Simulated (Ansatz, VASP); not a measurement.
# Two plane-wave programs on Ba

```
Ba
1.0
     4.60433    0.00000    0.00000
    -2.30217    3.98747    0.00000
     0.00000    0.00000    7.59269
Ba
2
Direct
  0.33333 0.66667 0.75000
  0.66667 0.33333 0.25000
```

Alike in both runs: functional PBE; k mesh 12 × 12 × 8; occupations gaussian, width 0.1 eV; no spin polarisation.

Ansatz relaxed the structure, and its values are those at the end. VASP's run is a single point on that final structure, the one shown.

|  | VASP | Ansatz |
| --- | --- | --- |
| version | VASP 6.6.1 | Ansatz 0.2.0 |
| potentials or method | VASP PAW PBE potentials, release 64 (Ba_sv) | scalar-relativistic, plane waves, PAW |
| plane-wave cutoff (eV) | 520 | 420 |
| valence electrons in the cell | 20 | 20 |

```csv
,VASP,Ansatz,Ansatz less VASP
gap on the k mesh at the Fermi level (eV),none,none,-
pressure (GPa),-0.6,-0.7,-0.03
```

A gap of «none» marks a metal or a gap that the smearing closes. The functional is the same, so the differences come from potentials, cutoffs and numerics.

The runs have no spin-orbit coupling, so splittings on Ba are missing.
